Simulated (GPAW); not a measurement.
The system is Hf.

```
Hf
1.0
     2.91381    0.00000    0.00000
     0.00000    2.91381    0.00000
     0.00000    0.00000    2.91381
Hf
1
Direct
  0.50000 0.50000 0.50000
```

The cell was built by a generator and needn't be a form met in nature.

```yaml
Program: GPAW 26.7.0
Task: relaxation of cell and atoms
Functional: revPBE
Dispersion: D3(BJ)+ATM
Potentials_or_basis: the program's PAW data sets (release 1.2.1) made for this functional
Cutoff: 600 eV
Basis: pw
k_mesh: 9 × 9 × 9
Occupations: fermi-dirac, width 0.05 eV
Spin: no spin polarisation
```

At the start: pressure -2.0 GPa; volume 24.74 Å³/atom.

Where does the relaxation end?

Over 3 steps the energy falls by 4.2 meV/atom and the volume is 24.07 Å³/atom (-2.7 %); space group Pm-3m (No. 221, to 0.05 Å).

The path:
| step | energy change (eV) | largest force (eV/Å) | pressure (GPa) | volume (Å³) |
| --- | --- | --- | --- | --- |
| 1 | 0.0000 | 0.0000 | -2.01 | 24.74 |
| 2 | -0.0031 | 0.0000 | -1.04 | 24.41 |
| 3 | -0.0042 | 0.0000 | 0.01 | 24.07 |

Final structure:
```
Hf
1.0
     2.88743    0.00000    0.00000
     0.00000    2.88743    0.00000
     0.00000    0.00000    2.88743
Hf
1
Direct
  0.50000 0.50000 0.50000
```

Caveat: later steps reuse the first step's grids; pairwise dispersion overbinds metals, which lowers pressure and volume.
